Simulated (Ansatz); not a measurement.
# MoP: the cost of one run

Computed with Ansatz 0.2.0 (DFT PBE, scalar-relativistic, plane waves, PAW, unless a step's input says otherwise).

1 further run of the same task is left out (set aside as unsound or not needed).

**1. The starting structure**

It takes space group P-6m2 (No. 187, hexagonal). Conventional cell: a = 3.242 Å, b = 3.242 Å, c = 3.194 Å, α = 90.00°, β = 90.00°, γ = 120.00°. Around Mo (site symmetry -6m2) lie 6 P at 2.46 Å. Around P (site symmetry -6m2) lie 6 Mo at 2.46 Å.

As a file:

```xyz
2
Lattice="3.2415 0.0000 0.0000 -1.6208 2.8073 0.0000 0.0000 0.0000 3.1944" Properties=species:S:1:pos:R:3 pbc="T T T"
Mo    0.0000    0.0000    0.0000
P     0.0000    1.8715    1.5972
```

It is the result of an earlier relaxation at this level (volume 14.53 Å³/atom; gap on the mesh: none (metal)).

**2. Tight relaxation for the response runs, with the smearing for a metal**

The response runs start from a cell at rest, found with their own mesh and filling of the bands.

input.yaml reads:

```yaml
crystal:
  lattice:
    - [3.2415364945, 0.0, 0.0]
    - [-1.6207682472, 2.8072529515, 0.0]
    - [0.0, 0.0, 3.1944186401]
  atoms:
    - { symbol: Mo, position: [0.0, 0.0, 0.0] }
    - { symbol: P, position: [0.3333333333, 0.6666666667, 0.5] }
basis:
  ecutwfc: 420
kpoints:
  mp_grid: { grid: [15, 15, 16] }
hamiltonian:
  xc: pbe
scf:
  occupations: { method: fermi_dirac, width: 0.15 }
output:
  forces: true
  stress: true
  eigenvalues: true
relax:
  adjacent_minimum: "off"
  f_tol: 0.001
  max_steps: 60
  cell: { stress_tol: 0.01 }
```

The run is started by

```sh
$ ansatz run input.yaml --threads 2 --pin off --max-ram 5120MiB --backend cpu --events-out ev --progress --plain --runs-dir out
```

**Question.** How long does this run take on 2 threads of Arm Neoverse V2, shared host, and how much memory does it need?

About 20 s, with a peak of 0.42 GiB.
